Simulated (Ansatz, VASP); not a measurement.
# Au in VASP and in Ansatz

```
CELL_PARAMETERS angstrom
2.90619 0.00000 0.00000
-1.45310 2.51684 0.00000
0.00000 0.00000 4.89024
ATOMIC_POSITIONS crystal
Au 0.33333 0.66667 0.25000
Au 0.66667 0.33333 0.75000
```

Alike in both runs: functional PBE; k mesh 15 × 15 × 8; occupations fermi-dirac, width 0.08 eV; no spin polarisation.

Ansatz relaxed the structure, and its values are those at the end. VASP's run is a single point on that final structure, the one shown.

|  | VASP | Ansatz |
| --- | --- | --- |
| version | VASP 6.6.1 | Ansatz 0.2.0 |
| potentials or method | VASP PAW PBE potentials, release 64 (Au) | PAW with Ansatz's default frozen-core files, scalar-relativistic |
| plane-wave cutoff (eV) | 520 | 420 |
| valence electrons in the cell | 22 | 38 |

Ansatz gave:

```
pressure (GPa) : 0.8
```

Question: What did VASP give for the same quantities?

Answer: Pressure (GPa): 0.6.

The two sets of potentials don't hold the same shells in valence.

The runs have no spin-orbit coupling, so splittings on Au are missing.
